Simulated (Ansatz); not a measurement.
**A point defect in BN**

Method: DFT PBE+D3(BJ), scalar-relativistic, plane waves, PAW (Ansatz). (420 eV cutoff, 2×2×2 k-mesh, shifted by half a step, Gaussian smearing of 0.01 eV, collinear spin in charge 0 alone)

Host crystal, relaxed:

```
B N
1.0
     1.25306    0.72345    3.29488
    -1.25306    0.72345    3.29488
     0.00000   -1.44691    3.29488
B N
1 1
Direct
  0.99970 0.99970 0.99970
  0.33274 0.33274 0.33274
```

Supercell of 32 atoms, rows in host cell vectors: -1 3 -1; -1 -1 3; 3 -1 -1. Atoms relax at the host's cell from a start displaced at random by 0.06 Å near the defect, so other minima may exist. The cell is small, so energies carry finite-size errors of tenths of an eV. The host's Kohn–Sham gap is 4.16 eV. Atoms are taken from and returned to the elements' standard states. Charged cells are corrected for image charges with the computed static dielectric tensor (mean 5.4) and aligned with the host's potential at far atoms (alignment terms reach 0.16 eV; the program doubts the alignment in some charges, where it is up to 0.16 eV). No band-filling term is added, and the Fermi level counts from the host's valence band top.

The defect is an interstitial at (0.438, 0.500, 0.625) of the host cell.

| charge | E_f at the valence band top (eV) | over the neutral state (eV) | moment (μB) | largest move (Å) | atoms near the site |
| --- | --- | --- | --- | --- | --- |
| +1 | -0.26 | -2.69 | 0.00 | 1.23 | 1 N at 1.05 Å, 1 B at 1.98 Å, 2 B at 1.99 Å, 1 B at 2.06 Å, 3 N at 2.47 Å |
| 0 | 2.42 | 0.00 | 1.00 | 1.29 | 1 B at 1.33 Å, 1 N at 1.98 Å, 3 N at 2.13 Å, 3 B at 2.40 Å |
| -1 | 4.27 | 1.84 | 0.00 | 1.29 | 1 B at 1.20 Å, 1 N at 2.17 Å, 3 N at 2.19 Å, 3 B at 2.44 Å |

Among the charges computed the stable one is +1 at the valence band top, changing to -1 at 2.26 eV. Other sites of the defect weren't tried.

(1) Which element is it? Judge by the nearest distance in charge 0 and covalent radii.
A. Ta
B. Cr
C. H
D. Pb
E. Sn

Results:

(1) C. The nearest neighbour is B at 1.33 Å, and the summed covalent radii with B are 2.23 Å for Cr, 1.15 Å for H, 2.30 Å for Pb, 2.23 Å for Sn, 2.54 Å for Ta, so H fits best. Bonds can miss such sums by a tenth of an ångström or more.

This form isn't the usual stable structure of the compound.